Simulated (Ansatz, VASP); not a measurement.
Given: the input of a run of VASP 6.6.1 on Pd.

Contents of INCAR:

```
SYSTEM = Pd
PREC = Accurate
ENCUT = 520
EDIFF = 1E-7
ISMEAR = -1
SIGMA = 0.05
LREAL = .FALSE.
LASPH = .TRUE.
NELM = 60
ALGO = Normal
ISIF = 2
LWAVE = .FALSE.
LCHARG = .FALSE.
GGA = PS
NBANDS = 11
```

KPOINTS

```
regular mesh
0
G
  12 12 12
  0 0 0
```

Contents of POSCAR:

```
Pd
1.0
   -1.6031178681      1.6031178681      1.6031178681
    1.6031178681     -1.6031178681      1.6031178681
    1.6031178681      1.6031178681     -1.6031178681
Pd
1
Direct
    0.0000000000      0.0000000000      0.0000000000
```

Potentials or basis: VASP PAW PBE potentials, release 64 (Pd).

Run with:

```sh
$ cat potpaw_PBE.64/Pd/POTCAR > POTCAR
$ mpirun -np 1 vasp_std > vasp.out
```

Set up the same calculation for Ansatz 0.2.0. Potentials there: Ansatz PAW.

As run (the cutoff follows the program's own potentials):

File input.yaml:

```yaml
crystal:
  lattice:
    - [-1.6031178681, 1.6031178681, 1.6031178681]
    - [1.6031178681, -1.6031178681, 1.6031178681]
    - [1.6031178681, 1.6031178681, -1.6031178681]
  atoms:
    - { symbol: Pd, position: [0.0, 0.0, 0.0] }
hamiltonian:
  xc: pbesol
  pseudopotentials: { kind: paw }
kpoints:
  mp_grid: { grid: [12, 12, 12] }
scf:
  occupations: { method: fermi_dirac, width: 0.05 }
output:
  forces: true
  stress: true
  eigenvalues: true
```

Potentials or basis: Ansatz PAW.

Command:

```console
$ ansatz run input.yaml --threads 1 --pin off --max-ram 3584MiB --backend cpu --events-out ev --progress --plain --runs-dir out
```

Both were run:

|  | VASP | Ansatz | Ansatz less VASP |
| --- | --- | --- | --- |
| gap on the k mesh at the Fermi level (eV) | none | none | - |
| pressure (GPa) | -17.1 | -16.9 | +0.20 |

A gap of «none» marks a metal or a gap that the smearing closes. The two sets of potentials don't hold the same shells in valence.

Caveats: the PAW data sets were made with another functional, which shifts forces and pressure a little (VASP); the PAW data sets come from PBE, with cores solved anew for the run's functional, which leaves a small shift of forces and pressure (Ansatz).
